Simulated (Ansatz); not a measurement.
# Fe: the cost of one run

Program: Ansatz 0.2.0. Level of theory: DFT PBEsol, scalar-relativistic, plane waves, PAW. These are calculated values, not measurements.

2 further runs of the same task are left out: 2 set aside as unsound or not needed. Runs told in other sessions of the task aren't counted.

## (1) The starting structure

The structure is cubic, space group Fm-3m (No. 225). Conventional cell: a = 5.916 Å, b = 5.916 Å, c = 5.916 Å, α = 90.00°, β = 90.00°, γ = 90.00°. Around Sr (site symmetry m-3m) lie 12 Sr at 4.18 Å.

As a file:

```xyz
1
Lattice="0.0000 2.9579 2.9579 2.9579 0.0000 2.9579 2.9579 2.9579 0.0000" Properties=species:S:1:pos:R:3 pbc="T T T"
Sr    0.0000    0.0000    0.0000
```

It is the result of an earlier relaxation at this level (volume 51.76 Å³/atom; gap on the mesh: none (metal)).

## (2) Sr → Fe: the starting cell

The start of Fe: fractional positions of relaxed Sr, cell scaled by 0.763, a guess from tabulated radii. Atoms that may carry a moment start with parallel spins.

## (3) Probe: one point at the start (Fe)

input.yaml reads:

```yaml
crystal:
  lattice:
    - [0.0, 2.2582286488, 2.2582286488]
    - [2.2582286488, 0.0, 2.2582286488]
    - [2.2582286488, 2.2582286488, 0.0]
  atoms:
    - { symbol: Fe, position: [0.0, 0.0, 0.0], spin: 4.0 }
basis:
  ecutwfc: 420
kpoints:
  mp_grid: { grid: [8, 8, 8] }
hamiltonian:
  xc: pbesol
scf:
  occupations: { method: gaussian, width: 0.1 }
  lower_state_search: "off"
output:
  forces: true
  stress: true
  eigenvalues: true
  populations: true
magnetization:
  spin_polarized: true
```

On the command line:

```sh
ansatz run input.yaml --threads 1 --pin off --max-ram 2560MiB --backend cpu --events-out ev --progress --plain --runs-dir out
```

**Question.** How long does this run take on 1 thread of Arm Neoverse V1, shared host, and how much memory does it need?

About 2.4 s, with a peak of 0.26 GiB.
